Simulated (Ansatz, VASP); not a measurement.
One calculation of Au, 3 ways

The starting cell:

```
CELL_PARAMETERS angstrom
0.00000 2.03500 2.03500
2.03500 0.00000 2.03500
2.03500 2.03500 0.00000
ATOMIC_POSITIONS crystal
Au 0.00000 0.00000 0.00000
```

Alike in all runs: task relaxation of cell and atoms; functional revPBE; k mesh 11 × 11 × 11; occupations fermi-dirac, width 0.05 eV; no spin polarisation; no spin-orbit coupling.

```csv
program and potentials,plane-wave cutoff (eV),notes,equilibrium volume (Å³/atom)
"Ansatz, Ansatz PAW",420,"potentials made for PBE, which Ansatz adapts in part; 19 valence electrons an atom on average",18.33
"VASP, PBE PAW files Au, 600 eV",600,potentials made for PBE; 11 valence electrons an atom on average,18.31
"Ansatz, all-electron LAPW, scalar-relativistic",-,-,18.33
```

The equilibrium volume spans 18.31 (VASP, PBE PAW files Au, 600 eV) to 18.33 Å³/atom (Ansatz, Ansatz PAW), with all-electron results at 18.33. Some sets were made for another functional than the one run, which can shift their rows. Relaxations stop with a little pressure left, so the last digit of a volume isn't settled.

The functional is the same throughout but for its coding, so the spread measures potentials, basis and numerics; runs on potential files found faulty are left out.
